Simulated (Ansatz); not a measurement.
Here is an Ansatz 0.2.0 calculation.

File input.yaml:

```yaml
crystal:
  lattice:
    - [0.0, 2.035, 2.035]
    - [2.035, 0.0, 2.035]
    - [2.035, 2.035, 0.0]
  atoms:
    - { symbol: Au, position: [0.0, 0.0, 0.0] }
hamiltonian:
  xc: hf
  pseudopotentials: { kind: paw }
kpoints:
  mp_grid: { grid: [6, 6, 6] }
scf:
  occupations: { method: fermi_dirac, width: 0.05 }
output:
  forces: true
  stress: true
  eigenvalues: true
```

Potentials or basis: Ansatz PAW.

Command:

```sh
$ ansatz run input.yaml --threads 2 --pin off --max-ram 5632MiB --backend cpu --events-out ev --progress --plain --runs-dir out
```

Question: What does it give for the band gap on the k mesh?

Answer: None (metal or under the smearing width).

Question: Estimate the pressure.

Answer: 25.9 GPa.

Caveat: the k mesh is coarse (spacing up to 0.45 Å⁻¹), so the values aren't converged, least of all with exact exchange; so large a pressure means that the cell lies far from this level's equilibrium, or that cutoff or potentials fall short; the pressure holds a Pulay correction of +0.9 GPa for the finite cutoff; the PAW data sets come from PBE, with cores solved anew for the run's functional, which leaves a small shift of forces and pressure; the thresholds are loose for stress. Spin-orbit coupling is left out, which matters for the levels of Au.
